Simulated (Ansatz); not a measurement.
Se in several cubic structure types, each at its own equilibrium volume.

All numbers below come from PBE, plane waves, PAW datasets (generated soft set 1) in Ansatz.

Settings: cutoff 420 eV; no spin polarisation; Fermi–Dirac smearing of 0.0612 eV; k-meshes 30³ (diamond), 43³ (fcc).

(1) Rank the structures by energy per atom, lowest first.
A. fcc
B. diamond

(2) Give the equilibrium volume and bulk modulus of each.

## Answers

(1) B (0.0 meV/atom), A (220 meV/atom).

(2) 
```json
{"structure": "diamond", "V₀ (Å³/atom)": "31.74", "B₀ (GPa)": "39"}
{"structure": "fcc", "V₀ (Å³/atom)": "20.37", "B₀ (GPa)": "69"}
```

Only these cubic types are compared here; the real ground state can be another structure or magnetic.

Model structures, not the usual forms at ambient conditions (metastable or hypothetical): Se (diamond type), Se (fcc type).
